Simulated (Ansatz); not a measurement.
# SiO2 under strain: ¹⁷O NMR of the central transition

Cell: an entry of the Crystallography Open Database (COD), relaxed with PBE at fixed cell and then changed (x and y compressed by 4 %, ions relaxed).

```
Si O
1.0
     7.16544    0.00000    0.00000
     0.00000    7.16544    0.00000
     0.00000    0.00000    8.62000
Si O
12 24
Direct
  0.45545 0.45545 0.00000
  0.04455 0.95545 0.25000
  0.54455 0.54455 0.50000
  0.95545 0.04455 0.75000
  0.34995 0.13160 0.15752
  0.36840 0.84995 0.40752
  0.65005 0.86840 0.65752
  0.63160 0.15005 0.90752
  0.84995 0.36840 0.59248
  0.86840 0.65005 0.34248
  0.15005 0.63160 0.09248
  0.13160 0.34995 0.84248
  0.41770 0.34738 0.17026
  0.15262 0.91770 0.42026
  0.58230 0.65262 0.67026
  0.84738 0.08230 0.92026
  0.91770 0.15262 0.57974
  0.65262 0.58230 0.32974
  0.08230 0.84738 0.07974
  0.34738 0.41770 0.82974
  0.12472 0.15813 0.19804
  0.34187 0.62472 0.44804
  0.87528 0.84187 0.69804
  0.65813 0.37528 0.94804
  0.62472 0.34187 0.55196
  0.84187 0.87528 0.30196
  0.37528 0.65813 0.05196
  0.15813 0.12472 0.80196
  0.42511 0.94703 0.24433
  0.55297 0.92511 0.49433
  0.57489 0.05297 0.74433
  0.44703 0.07489 0.99433
  0.92511 0.55297 0.50567
  0.05297 0.57489 0.25567
  0.07489 0.44703 0.00567
  0.94703 0.42511 0.75567
```

Atoms are numbered from 1 in the order listed; like atoms form one site, named after its first atom.

Method: Kohn–Sham DFT in Ansatz, PBE, plane waves and PAW, scalar-relativistic, 420 eV cutoff, Γ-centred 3×3×3 k-points, Fermi–Dirac smearing 0.02 eV.

¹⁷O has I = 5/2 and Q = -25.58 mb (Pyykkö 2018); at 35.2 T its Larmor frequency is ν₀ = 203.3 MHz. Only the quadrupole interaction is simulated: positions count from each site's isotropic chemical shift, and J coupling is left out, as are shift anisotropy and dipolar coupling, which fast spinning averages.

(1) What does the ¹⁷O spectrum (fast magic-angle spinning) show for each site?

Results:

(1) 

```csv
site,first shell,C_Q (MHz),η,P_Q (MHz),δ_QIS (ppm),breadth (kHz)
O13,"2 Si at 1.62–1.68 Å, angle 115°",-5.00,0.87,5.60,-4.56,2.08
O21,"2 Si at 1.62–1.66 Å, angle 107°",-5.18,0.64,5.53,-4.43,2.08
O29,"2 Si at 1.61–1.62 Å, angle 132°",-5.48,0.08,5.49,-4.38,1.95
```

δ_QIS = −(ν_Q²/30ν₀²)[I(I+1) − 3/4](1 + η²/3) × 10⁶ ppm with ν_Q = 3|C_Q|/[2I(2I−1)]; it falls as 1/B₀² in ppm, and the breadth as 1/B₀ in kHz.

At this changed cell the PBE pressure is 12 GPa.

The relaxation (14 steps) took 82 s of wall time (5.2 min of CPU time) and 1.6 GiB at its peak, on 4 threads of Intel Xeon 6975P-C (Granite Rapids) (x86_64; 40 cores open to the job, memory cap 8.0 GiB, no GPU), a shared host with a load of 0.5 a core.
